Turning a volume strain of NiAl into a stress takes two decisions: whether one bulk modulus will serve for the whole strain, and at which cell that modulus should be taken. The second can matter more. In this LDA calculation the modulus is 186 GPa at the energy minimum but only about 145 GPa near the unscaled cell, the row at 11.96 Å³ per atom. The two cells differ by about 2 % in bond length.

Quantum ESPRESSO 7.5 calculations of cubic NiAl (Pm-3m, two atoms per cell) at scaled volumes, with spin-polarised LDA, PseudoDojo 0.4.1 SR LDA standard potentials, a 9×9×9 k mesh, a 1333 eV wavefunction cutoff and Fermi–Dirac smearing of 0.05 eV. Energies are counted from the minimum of the fitted equation of state; positive pressure means compression.

```tsv
volume (Å³/atom)	energy (meV/atom)	pressure (GPa)	cell moment (μB)
11.24	0.34	1.330	0.000
11.48	1.25	-2.510	0.000
11.72	7.59	-5.960	0.000
11.96	18.78	-9.030	0.000
12.20	34.31	-11.770	0.000
12.43	53.69	-14.210	0.000
12.67	76.53	-16.390	0.000
```

**What the stretched crystal does**

The pressure is the negative slope of the energy against volume. It is positive in the first row, where the crystal is squeezed and pushes outward, and negative in the other six, where it pulls inward. The energy minimum therefore lies between the first two rows, at 11.32 Å³ per atom, which is why both have energies close to zero. The unscaled cell looks like the natural reference, yet it is already under a tension of 9.03 GPa.

Each further step in volume adds less tension than the one before. The energy keeps climbing, but more slowly than a parabola drawn through the minimum would. Expressed as a modulus, the resistance drops from 182 GPa over the first step to 114 GPa over the last, a loss of 37 %. The bonds between nickel and aluminium lengthen by only 3.4 % over the same range, so the modulus falls roughly as the fourteenth power of the bond length.

No row carries a magnetic moment, although the calculations were started with one on nickel. The atoms also sit on sites fixed by the cubic symmetry, so they cannot shift to relieve the tension. What the table follows is one nonmagnetic metal in one structure, at seven sizes. The softening has to come from the change of size itself.

**Why the resistance fades**

Suppose first that every bond were a spring of fixed stiffness. The crystal would still soften a little, because pressure is force per area and the area grows as the crystal expands. This geometric effect gives only about a quarter of the computed loss. The rest requires bonds that become less stiff as they lengthen.

They do so because a crystal at its minimum is a balance of two opposing tendencies with different reach. Attraction pulls the atoms together and changes gently with distance. Repulsion comes from squeezing electrons into less space and from pushing the filled shells of neighbouring atoms into each other, and it changes steeply. The stiffness near the minimum comes from the steep partner; the attraction, whose pull weakens with distance, takes part of it away. When the crystal is stretched, the repulsion fades first and takes the stiffness with it, while the slowly varying attraction remains and supplies the tension.

The simplest metal of this kind is a gas of electrons held together by positive ions. Confinement gives the electrons a kinetic energy that falls as the inverse square of the length scale, while the Coulomb attraction falls only as its inverse. Scaled to the computed equilibrium volume and modulus, this balance gives about 73 % of the loss, the geometric effect included. The scaling matters, because the same balance worked out for the outer s and p electrons alone would give a crystal much softer than NiAl. The comparison therefore does not show where the stiffness comes from. It shows that even forces that change as gently as these are enough for most of the softening.

The remainder calls for forces that change more steeply than those of the electron gas. Overlap of the valence electrons with the ion cores is a likely source, and the d electrons of nickel may contribute, but this division is a guess. A picture in which bonds between d orbitals carry all the cohesion goes too far, and it suits the structure poorly, since the nearest neighbours of nickel are all aluminium. With attraction falling as the fifth power of distance and repulsion as the tenth, it would bring the modulus down to 83 GPa over the last step.

**The balance as a formula**

Let $r$ be the bond length divided by its value at the minimum, 2.450 Å. Let the attraction vary as $r^{-n}$ and the repulsion as $r^{-2n}$. Because the two forces must cancel at $r=1$, the energy measured from its minimum is

$$E = \frac{9B_0V_0}{2n^2}\left(r^{-n}-1\right)^2 ,$$

where $V_0$ is the equilibrium volume per atom and $B_0$ the modulus there. The prefactor is set by requiring the curvature at the minimum to give $B_0$. Since the volume is $V_0r^3$, the negative slope of the energy is

$$P = \frac{3B_0}{n}\left(r^{-n}-1\right)r^{-n-3}.$$

Differentiating once more shows that, close to the minimum, the modulus changes by $2+n$ GPa for each GPa of pressure. The electron gas has $n=1$ and the pure d bond $n=5$; a spring of fixed stiffness corresponds to $n=-1$. The equation of state fitted to the energies of all seven rows has a slope of 4.39, which gives $n=2.39$. That is close to $n=2$, the second-order Birch–Murnaghan form, so that form should describe this crystal fairly well too.

The last row serves as a worked case. Its bond length is 2.544 Å, so $r=2.544/2.450=1.038$. Then $r^{-n}$ is about 0.914 and $r^{-n-3}$ about 0.816, and the prefactor is $3\times185.6/2.39\approx233$ GPa. The product $233\times(0.914-1)\times0.816$ is about −16.4 GPa, against −16.39 GPa in the table.

The agreement is equally close in the other rows, as the printed analysis below shows. The energy of the last row had helped to fix $V_0$, $B_0$ and the slope, so the match shows that energies and pressures are consistent and that the curve has the right shape. It does not identify the forces. For two power laws, the slope at the minimum depends only on the sum of their exponents, here about 7. A gentler attraction paired with a steeper repulsion could give the same slope.

That sum is also a guide to other solids. In an ionic crystal such as rock salt the attraction is again the slowly varying Coulomb one, but the repulsion between closed shells is much steeper than that of an electron gas. The sum of exponents is larger, and the modulus falls faster, relative to its starting value, when the crystal is stretched. For a given attraction, the steeper the repulsion, the sooner the stiffness is lost.

**Choosing a modulus**

For small strains a constant modulus is adequate. A tension of 1 GPa lowers it by about 4.4 GPa, or some 2 %. This holds for a crystal stretched evenly in all directions; the stress in a film held by its substrate also depends on shear constants.

For large strains a constant modulus fails. The last row has a volume strain of $12.67/11.32-1$, about 12 %. Multiplied by 186 GPa, this gives a tension of about 22 GPa, roughly a third more than the computed value. The formula above, or another common equation of state with the same volume, modulus and slope at the minimum, removes nearly all of that error. On the compressed side it should be used with more care, because only one row lies there.

The choice of cell deserves more attention than the softening under small stresses. LDA is known to bind too strongly and to make bonds too short, and a short bond is a stiff one. A modulus taken at the LDA minimum is therefore expected to come out too high. Thermal motion, absent from this static calculation, would lower it somewhat as well.

A modulus from such a calculation should therefore be quoted together with its cell volume. When two values for NiAl disagree, the bond lengths should be compared first: near the minimum of the curve computed here, a difference of 1 % in length shifts the modulus by roughly 13 %. What remains after that correction may come from the functional, the temperature or the numerical settings.

Printed output of the fit:

```
Modulus over the step that ends at each row:
    row  bond length in angstrom  bond length at mid-step in angstrom  modulus in GPa
  11.24                    2.444                                  n/a             n/a
  11.48                    2.461                                2.453           182.4
  11.72                    2.478                                 2.47           167.3
  11.96                    2.495                                2.487             152
   12.2                    2.512                                2.503           138.4
  12.43                    2.528                                 2.52           125.7
  12.67                    2.544                                2.536           114.5
Pressure in GPa:
    row  computed  fixed stiffness  electron gas  d-band bond  intermediate n
  11.24      1.33            1.337         1.346        1.366           1.353
  11.48     -2.51           -2.558        -2.522       -2.453          -2.498
  11.72     -5.96           -6.293        -6.079       -5.675          -5.935
  11.96     -9.03           -9.878        -9.352       -8.386          -9.003
   12.2    -11.77           -13.32        -12.37       -10.66          -11.74
  12.43    -14.21           -16.63        -15.14       -12.56          -14.19
  12.67    -16.39           -19.82         -17.7       -14.14          -16.36
Bond length at the energy minimum, angstrom: 2.45
Bond stretch from first to last mid-step, percent: 3.392
Loss of modulus from first to last step, percent: 37.25
Power of bond length with which the modulus falls: 13.97
Modulus near the given cell, GPa: 145.2
Last-step modulus with fixed stiffness, GPa: 167.2
Last-step modulus of the electron gas, GPa: 134.3
Last-step modulus of the d-band bond, GPa: 82.92
Share of the modulus loss given by fixed stiffness, percent: 26.24
Share of the modulus loss given by the electron gas, percent: 72.8
Exponent n from the computed modulus slope: 2.393
Largest pressure miss with this n, GPa: 0.02847
Largest gap between work of the pressure and energy step, meV/atom: 0.02941
```
